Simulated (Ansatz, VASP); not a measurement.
Mo: VASP beside Ansatz

```
Mo
1.0
     4.60860    0.00000    0.00000
    -2.30430    3.99116    0.00000
     0.00000    0.00000    2.52048
Mo
3
Cartesian
  -2.3043 3.9912 2.5205
  0.0000 2.6608 1.2602
  2.3043 1.3304 1.2602
```

Alike in both runs: task single point; functional BLYP; k mesh 9 × 9 × 14; occupations fermi-dirac, width 0.1 eV; no spin polarisation.

|  | VASP | Ansatz |
| --- | --- | --- |
| version | VASP 6.6.1 | Ansatz 0.2.0 |
| potentials or method | VASP PAW PBE potentials, release 64 (Mo_sv) | plane waves (420 eV) with PAW, scalar-relativistic |
| plane-wave cutoff (eV) | 520 | 420 |
| valence electrons in the cell | 42 | 42 |

VASP gave:

* pressure (GPa): 22.3
* largest component of the traceless stress (GPa): 1.23

Problem. Estimate Ansatz's values.

Solution. Pressure (GPa): 21.2; largest component of the traceless stress (GPa): 0.98.

Caveats: so large a pressure means that the cell lies far from this level's equilibrium, or that cutoff or potentials fall short (VASP); the potentials were made for another functional, which shifts forces and pressure (VASP).
